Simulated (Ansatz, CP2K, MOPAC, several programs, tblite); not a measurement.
Energy against volume for CsSnBr₃ in the cubic perovskite structure, at fixed shape and fractional coordinates, computed by several methods (PBE and r2SCAN, where shown, with plane waves in Ansatz); the cell shown is that of r2SCAN. It is cubic, Pm-3m (No. 221); a = 5.841 Å in the conventional setting, 39.86 Å³ an atom. Around Cs lie 12 Br at 4.13 Å; around Sn lie 6 Br at 2.92 Å; around Br lie 2 Sn at 2.92 Å and 4 Cs at 4.13 Å. No spin polarisation and no zero-point or thermal motion; the cell was built from a prototype and may be hypothetical. Energies count from each curve's lowest point; fits are third-order Birch-Murnaghan.

```xyz
5
Lattice="5.8411 0.0000 0.0000 0.0000 5.8411 0.0000 0.0000 0.0000 5.8411" Properties=species:S:1:pos:R:3 pbc="T T T"
Cs    0.0000    0.0000    0.0000
Sn    2.9206    2.9206    2.9206
Br    2.9206    2.9206    0.0000
Br    2.9206    0.0000    2.9206
Br    0.0000    2.9206    2.9206
```

**Question.** r2SCAN, on the shape of its own relaxed cell, gives
```csv
V (Å³/atom),E (meV/atom)
37.467,11.43
38.663,2.77
39.859,0.00
41.055,2.21
42.250,8.61
```
What equilibrium volume and bulk modulus follow?

**Answer.** V₀ = 39.89 Å³ an atom and B₀ = 22 GPa.

PM7 (MOPAC), on the shape of the cell shown, as a cluster of 40 atoms at the zone centre:
```csv
V (Å³/atom),E (meV/atom)
35.076,0.00
37.467,62.33
39.859,145.07
42.250,238.52
44.642,332.76
```
The lowest point is an end point, so the minimum isn't bracketed.

GFN2-xTB (tblite), on the shape of the cell shown, as a cluster of 40 atoms at the zone centre:

| V (Å³/atom) | E (meV/atom) |
| --- | --- |
| 35.076 | 148.79 |
| 37.467 | 84.81 |
| 39.859 | 44.03 |
| 42.250 | 8.19 |
| 44.642 | 0.00 |

The lowest point is an end point, so the minimum isn't bracketed.

PBE/SZV (CP2K), on the shape of the cell shown:
```tsv
V (Å³/atom)	E (meV/atom)
35.076	171.27
37.467	80.41
39.859	28.07
42.250	3.77
44.642	0.00
```
The lowest point is an end point, so the minimum isn't bracketed.

light PBE (260 eV, its own mesh), on the shape of the cell shown:
```tsv
V (Å³/atom)	E (meV/atom)
36.670	99.05
38.264	61.38
39.859	28.47
41.453	12.52
43.048	6.09
44.642	0.00
```
The lowest point is an end point, so the minimum isn't bracketed.
